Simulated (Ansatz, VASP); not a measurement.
Two plane-wave programs on InSb

```
In Sb
1.0
     0.00000    3.31742    3.31742
     3.31742    0.00000    3.31742
     3.31742    3.31742    0.00000
In Sb
1 1
Direct
  0.00000 0.00000 0.00000
  0.75000 0.75000 0.75000
```

Alike in both runs: functional PBE; k mesh 12 × 12 × 12; occupations gaussian, width 0.1 eV; no spin polarisation.

Ansatz relaxed the structure, and its values are those at the end. VASP's run is a single point on that final structure, the one shown.

```csv
,VASP,Ansatz
version,VASP 6.6.1,Ansatz 0.2.0
potentials or method,"VASP PAW PBE potentials, release 64 (In_d, Sb)","scalar-relativistic, plane waves, PAW"
plane-wave cutoff (eV),520,420
valence electrons in the cell,18,28
```

|  | VASP | Ansatz | Ansatz less VASP |
| --- | --- | --- | --- |
| gap on the k mesh at the Fermi level (eV) | none | none | - |
| pressure (GPa) | 0.0 | 0.0 | +0.02 |

A gap of «none» marks a metal or a gap that the smearing closes. The two sets of potentials don't hold the same shells in valence.

Caveats: this crystal is a semiconductor, whose small gap the functional closes, so the metal is an error of the method. Spin-orbit coupling is left out, which matters for the levels of Sb.
